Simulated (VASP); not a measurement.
Here is a VASP 6.6.1 calculation.

INCAR

```
SYSTEM = Na2S
PREC = Accurate ; ENCUT = 600
EDIFF = 1E-7 ; ISMEAR = 0
SIGMA = 0.02 ; LREAL = .FALSE.
LASPH = .TRUE. ; NELM = 100
ALGO = Normal ; ISIF = 3
LWAVE = .FALSE. ; LCHARG = .FALSE.
GGA = PE ; IBRION = 2
NSW = 90 ; EDIFFG = -0.005
```

The input KPOINTS:

```
Automatic mesh
0
G
  8 8 8
  0 0 0
```

POSCAR

```
Na2S
1.0
    0.0000000000      3.2491544900      3.2491544900
    3.2491544900      0.0000000000      3.2491544900
    3.2491544900      3.2491544900      0.0000000000
Na S
2 1
Direct
    0.2500000000      0.2500000000      0.2500000000
    0.7500000000      0.7500000000      0.7500000000
    0.0000000000      0.0000000000      0.0000000000
```

Potentials or basis: VASP PAW PBE potentials, release 64 (Na_pv, S).

Launch:

```bash
$ cat potpaw_PBE.64/Na_pv/POTCAR potpaw_PBE.64/S/POTCAR > POTCAR
$ mpirun -np 1 vasp_std > vasp.out
```

(1) Predict the space group after relaxing (to 0.05 Å).

(2) What does it give for the band gap on the k mesh?

Answers

(1) Fm-3m (No. 225).

(2) 2.44 eV, direct.
